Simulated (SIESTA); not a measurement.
Crystal: AlNi3.

```
CELL_PARAMETERS angstrom
3.52305 0.00000 0.00000
0.00000 3.52305 0.00000
0.00000 0.00000 3.52305
ATOMIC_POSITIONS crystal
Ni 0.50000 0.50000 0.00000
Ni 0.50000 0.00000 0.50000
Ni 0.00000 0.50000 0.50000
Al 0.00000 0.00000 0.00000
```

The cell is a database's computed one.

Base run:

* Program: SIESTA 5.4.2
* Functional: PBE
* Potentials or basis: PseudoDojo 0.4 standard (PBE files)
* Basis: DZP (energy shift 0.003 Ry; two zetas on semicore shells)
* Grid cutoff: 800 Ry
* Energy shift: 0.003 Ry
* k mesh: 8 × 8 × 8
* Occupations: fermi-dirac, width 0.05 eV
* Spin: collinear spin, ferromagnetic start
* Starting moments: [1.0, 1.0, 1.0, 0.0] μB

Its results: band gap on the k mesh none (metal or under the smearing width); pressure 5.7 GPa; net moment 0.69 μB per cell; site moments Ni +0.25; Al -0.06 μB.

**Question.** The run is repeated on the same cell with these changes: functional from PBE to PBEsol; potentials or basis from PseudoDojo 0.4 standard (PBE files) to PseudoDojo 0.4 standard (PBEsol files). What comes out?

**Answer.** Band gap on the k mesh none (metal or under the smearing width); pressure -2.0 GPa; net moment 0.64 μB per cell; site moments Ni +0.23; Al -0.05 μB.

Caveats: short orbitals over semicore shells can move pressures by several GPa; the basis of atomic orbitals isn't converged, which shifts pressures, moduli and gaps.
